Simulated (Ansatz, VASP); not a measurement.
# Cross-check of MgO between VASP and Ansatz, part 2 of 3

One calculation is typed for both programs; each brings its own data sets. How far apart do they land? The cell is taken from a series of runs on this material, whose earlier steps may have relaxed, scaled, displaced or heated it; both programs get it as it stands.

VASP 6.6.1 and Ansatz 0.2.0.

So far: Starting point; VASP: zone-centre phonons, PBEsol.

## 2. VASP: zone-centre phonons, PBEsol (continued)

Level of this step: PBEsol; plane waves and PAW (Mg, O) (VASP).

From OUTCAR (step 2):

```text
ion  position               nearest neighbor table
   1  0.000  0.000  0.232-   3 2.03   3 2.03   3 2.03   3 2.03   4 2.16   2 2.93   2 2.93   2 2.93
                             2 2.93
   2  0.500  0.500  0.307-   4 2.03   4 2.03   4 2.03   4 2.03   3 2.16   1 2.93   1 2.93   1 2.93
                             1 2.93
   3  0.500  0.500  0.230-   1 2.03   1 2.03   1 2.03   1 2.03   2 2.16
   4  0.000  0.000  0.309-   2 2.03   2 2.03   2 2.03   2 2.03   1 2.16

  LATTYP: Found a simple tetragonal cell.
 ALAT       =     2.8767686460
 C/A-ratio  =     9.7366207112

 Subroutine GETGRP returns: Found 16 space group operations
 (whereof  8 operations were pure point group operations)

The static configuration has the point symmetry C_4v.
 The point group associated with its full space group is D_4h.

 Found     15 irreducible k-points:

   k-points           NKPTS =     15   k-points in BZ     NKDIM =     15   number of bands    NBANDS=     14

   dimension x,y,z NGX =    24 NGY =   24 NGZ =  224
   dimension x,y,z NGXF=    48 NGYF=   48 NGZF=  448

   ENCUT  =  600.0 eV  44.10 Ry    6.64 a.u.   5.75  5.75 55.94*2*pi/ulx,y,z

   NELECT =      16.0000    total number of electrons

 k-points in reciprocal lattice and weights: Automatic mesh
   0.00000000  0.00000000  0.00000000       0.016
   0.12500000  0.00000000  0.00000000       0.062
   0.25000000  0.00000000  0.00000000       0.062
   0.37500000  0.00000000  0.00000000       0.062
   0.50000000  0.00000000  0.00000000       0.031
   0.12500000  0.12500000  0.00000000       0.062
   0.25000000  0.12500000  0.00000000       0.125
   0.37500000  0.12500000  0.00000000       0.125
   0.50000000  0.12500000  0.00000000       0.062
[...]
0.50000000  0.37500000  0.00000000       0.062
   0.50000000  0.50000000  0.00000000       0.016

 average (electrostatic) potential at core
       1 -41.7029       2 -41.7029       3 -76.3077       4 -76.3077

  Total       -0.1673861     -0.1673861     -0.0956558      0.0000000      0.0000000      0.0000000
  in kB       -1.1569296     -1.1569296     -0.6611485      0.0000000      0.0000000      0.0000000
  external PRESSURE =      -0.9916693 kB  Pullay stress =       0.0000000 kB

  energy-cutoff  :      600.00
  volume of cell :      231.81
      direct lattice vectors                 reciprocal lattice vectors
     2.034182617  2.034182617  0.000000000     0.245798974  0.245798974  0.000000000
    -2.034182617  2.034182617  0.000000000    -0.245798974  0.245798974  0.000000000
     0.000000000  0.000000000 28.010005180     0.000000000  0.000000000  0.035701529

 POSITION                                       TOTAL-FORCE (eV/Angst)
 -----------------------------------------------------------------------------------
      0.00000      0.00000      6.50037         0.000000      0.000000      0.009955
      0.00000      2.03418      8.60463        -0.000000     -0.000000     -0.009955
      0.00000      2.03418      6.44862         0.000000      0.000000     -0.003283
      0.00000      0.00000      8.65638        -0.000000     -0.000000      0.003283
 -----------------------------------------------------------------------------------
    total drift:                                0.000000      0.000000     -0.000058

 MACROSCOPIC STATIC DIELECTRIC TENSOR (including local field effects in DFT)
 ------------------------------------------------------
           1.400402     0.000000     0.000000
           0.000000     1.400402     0.000000
           0.000000     0.000000     1.162993
 ------------------------------------------------------

 PIEZOELECTRIC TENSOR (including local field effects)  for field in x, y, z        (C/m^2)
          XX          YY          ZZ          XY          YZ          ZX
  --------------------------------------------------------------------------------
  x     0.00000     0.00000     0.00000     0.00000     0.00000     0.00000
  y     0.00000     0.00000     0.00000     0.00000     0.00000     0.00000
  z     0.00000     0.00000    -0.00000     0.00000     0.00000     0.00000

 BORN EFFECTIVE CHARGES (including local field effects) (in |e|, cummulative output)
 ---------------------------------------------------------------------------------
 ion    1
    1     1.97991     0.00000    -0.00000
    2     0.00000     1.97991     0.00000
    3     0.00000     0.00000     0.60230
 ion    2
    1     1.97991     0.00000     0.00000
    2     0.00000     1.97991    -0.00000
    3     0.00000     0.00000     0.60230
 ion    3
    1    -1.97991     0.00000     0.00000
    2     0.00000    -1.97991     0.00000
    3    -0.00000    -0.00000    -0.60230
 ion    4
    1    -1.97991     0.00000    -0.00000
    2     0.00000    -1.97991    -0.00000
    3     0.00000     0.00000    -0.60230

 Eigenvectors and eigenvalues of the dynamical matrix
 ----------------------------------------------------

   1 f  =   16.243774 THz   102.062640 2PiTHz  541.833965 cm-1    67.178820 meV
             X         Y         Z           dx          dy          dz
      0.000000  0.000000  6.500367     0.000000   -0.000000   -0.445620
      0.000000  2.034183  8.604633    -0.000000    0.000000   -0.445620
      0.000000  2.034183  6.448621    -0.000000    0.000000    0.549020
      0.000000  0.000000  8.656379     0.000000    0.000000    0.549020

   2 f  =   15.258124 THz    95.869623 2PiTHz  508.956244 cm-1    63.102504 meV
             X         Y         Z           dx          dy          dz
      0.000000  0.000000  6.500367     0.181792   -0.367025    0.000000
      0.000000  2.034183  8.604633    -0.181792    0.367025    0.000000
      0.000000  2.034183  6.448621    -0.255838    0.516518    0.000000
      0.000000  0.000000  8.656379     0.255838   -0.516518   -0.000000

   3 f  =   15.258124 THz    95.869623 2PiTHz  508.956244 cm-1    63.102504 meV
             X         Y         Z           dx          dy          dz
      0.000000  0.000000  6.500367     0.367025    0.181792    0.000000
      0.000000  2.034183  8.604633    -0.367025   -0.181792    0.000000
      0.000000  2.034183  6.448621    -0.516518   -0.255838    0.000000
      0.000000  0.000000  8.656379     0.516518    0.255838   -0.000000

   4 f  =   14.760320 THz    92.741828 2PiTHz  492.351288 cm-1    61.043752 meV
             X         Y         Z           dx          dy          dz
      0.000000  0.000000  6.500367     0.122867    0.428326    0.000000
      0.000000  2.034183  8.604633     0.122867    0.428326   -0.000000
      0.000000  2.034183  6.448621    -0.151388   -0.527752   -0.000000
      0.000000  0.000000  8.656379    -0.151388   -0.527752    0.000000

   5 f  =   14.760320 THz    92.741828 2PiTHz  492.351288 cm-1    61.043752 meV
             X         Y         Z           dx          dy          dz
      0.000000  0.000000  6.500367    -0.428326    0.122867   -0.000000
      0.000000  2.034183  8.604633    -0.428326    0.122867    0.000000
      0.000000  2.034183  6.448621     0.527752   -0.151388    0.000000
      0.000000  0.000000  8.656379     0.527752   -0.151388   -0.000000

   6 f  =   14.267348 THz    89.644390 2PiTHz  475.907493 cm-1    59.004982 meV
             X         Y         Z           dx          dy          dz
      0.000000  0.000000  6.500367     0.000000    0.000000   -0.374997
      0.000000  2.034183  8.604633     0.000000    0.000000    0.374997
      0.000000  2.034183  6.448621    -0.000000   -0.000000    0.599481
      0.000000  0.000000  8.656379    -0.000000   -0.000000   -0.599481

   7 f  =    8.678905 THz    54.531168 2PiTHz  289.497107 cm-1    35.893051 meV
             X         Y         Z           dx          dy          dz
      0.000000  0.000000  6.500367    -0.000000    0.000000    0.599481
      0.000000  2.034183  8.604633     0.000000   -0.000000   -0.599481
      0.000000  2.034183  6.448621    -0.000000    0.000000    0.374997
      0.000000  0.000000  8.656379     0.000000   -0.000000   -0.374997

   8 f  =    6.479404 THz    40.711297 2PiTHz  216.129661 cm-1    26.796651 meV
             X         Y         Z           dx          dy          dz
      0.000000  0.000000  6.500367     0.575891   -0.024374   -0.000000
      0.000000  2.034183  8.604633    -0.575891    0.024374   -0.000000
      0.000000  2.034183  6.448621     0.409214   -0.017320   -0.000000
      0.000000  0.000000  8.656379    -0.409214    0.017320   -0.000000

   9 f  =    6.479404 THz    40.711297 2PiTHz  216.129661 cm-1    26.796651 meV
             X         Y         Z           dx          dy          dz
      0.000000  0.000000  6.500367    -0.024374   -0.575891    0.000000
      0.000000  2.034183  8.604633     0.024374    0.575891   -0.000000
      0.000000  2.034183  6.448621    -0.017320   -0.409214    0.000000
      0.000000  0.000000  8.656379     0.017320    0.409214    0.000000

  10 f/i=    0.002192 THz     0.013773 2PiTHz    0.073116 cm-1     0.009065 meV
             X         Y         Z           dx          dy          dz
      0.000000  0.000000  6.500367    -0.113683    0.537138    0.000000
      0.000000  2.034183  8.604633    -0.113683    0.537138    0.000000
      0.000000  2.034183  6.448621    -0.092265    0.435943    0.000000
      0.000000  0.000000  8.656379    -0.092265    0.435943    0.000000

  11 f/i=    0.002192 THz     0.013773 2PiTHz    0.073116 cm-1     0.009065 meV
             X         Y         Z           dx          dy          dz
      0.000000  0.000000  6.500367     0.537138    0.113683    0.000000
      0.000000  2.034183  8.604633     0.537138    0.113683    0.000000
      0.000000  2.034183  6.448621     0.435943    0.092265    0.000000
      0.000000  0.000000  8.656379     0.435943    0.092265    0.000000

  12 f/i=    0.003014 THz     0.018940 2PiTHz    0.100551 cm-1     0.012467 meV
             X         Y         Z           dx          dy          dz
      0.000000  0.000000  6.500367    -0.000000   -0.000000    0.549020
      0.000000  2.034183  8.604633    -0.000000   -0.000000    0.549020
      0.000000  2.034183  6.448621    -0.000000   -0.000000    0.445620
      0.000000  0.000000  8.656379    -0.000000   -0.000000    0.445620

 MACROSCOPIC STATIC DIELECTRIC TENSOR IONIC CONTRIBUTION
 ------------------------------------------------------
           0.711526     0.000000     0.000000
           0.000000     0.711526    -0.000000
           0.000000    -0.000000     0.054368
 ------------------------------------------------------

 ELASTIC MODULI CONTR FROM IONIC RELAXATION (kBar)
 Direction    XX          YY          ZZ          XY          YZ          ZX
 --------------------------------------------------------------------------------
 XX         -24.9634    -24.9634    -69.9961      0.0000     -0.0000      0.0000
 YY         -24.9634    -24.9634    -69.9961      0.0000     -0.0000      0.0000
 ZZ         -69.9961    -69.9961   -203.9044      0.0000     -0.0000      0.0000
 XY           0.0000      0.0000      0.0000      0.0000      0.0000      0.0000
 YZ          -0.0000     -0.0000     -0.0000      0.0000   -108.5697     -0.0000
 ZX           0.0000      0.0000      0.0000      0.0000     -0.0000   -119.5186
 --------------------------------------------------------------------------------

 PIEZOELECTRIC TENSOR IONIC CONTR  for field in x, y, z        (C/m^2)
          XX          YY          ZZ          XY          YZ          ZX
  --------------------------------------------------------------------------------
  x    -0.00000    -0.00000    -0.00000     0.00000    -0.00000     0.00000
  y     0.00000     0.00000     0.00000     0.00000    -0.00000     0.00000
  z     0.00000     0.00000     0.00000     0.00000    -0.00000     0.00000
```

(Continued in part 3 of 3.)

[Lines on the potential files, build, host, timing and source positions are cut from VASP's logs without a mark.]

[Logs are printed without paths, hosts, clocks, repeated set-up lines and the standing remarks that a program may print on its own settings, such as how far it seeks lower states.]

[Hosts, paths, dates, database ids (printed as entryN), source tags and the programs' standing remarks are cut or masked in the printed files.]
